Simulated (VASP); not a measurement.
Input of a VASP 6.6.1 run:

INCAR

```
ALGO = Normal
EDIFF = 1E-6
ENCUT = 520
GGA = RE
ISIF = 2
ISMEAR = -1
LASPH = True
LCHARG = False
LREAL = False
LWAVE = False
NBANDS = 11
NELM = 60
PREC = Accurate
SIGMA = 0.1
```

Contents of KPOINTS:

```
k-points
0
Gamma
  5 5 5
```

The input POSCAR:

```
Si
1.0
    0.0000000000      2.7475465006      2.7475465006
    2.7475465006      0.0000000000      2.7475465006
    2.7475465006      2.7475465006      0.0000000000
Si
2
Direct
    0.5000000000      0.5000000000      0.5000000000
    0.7500000000      0.7500000000      0.7500000000
```

Potentials or basis: VASP PAW PBE potentials, release 64 (Si).

Command:

```bash
$ cat potpaw_PBE.64/Si/POTCAR > POTCAR
$ mpirun -np 1 vasp_std > vasp.out
```

**Question.** Predict the pressure.

**Answer.** -0.1 GPa.

**Question.** What does it give for the band gap on the k mesh?

**Answer.** 0.68 eV, indirect (least direct gap 2.55 eV).

Caveat: the PAW data sets were made with another functional, which shifts forces and pressure a little; an odd mesh through Γ misses points on the zone boundary, where band edges often lie.
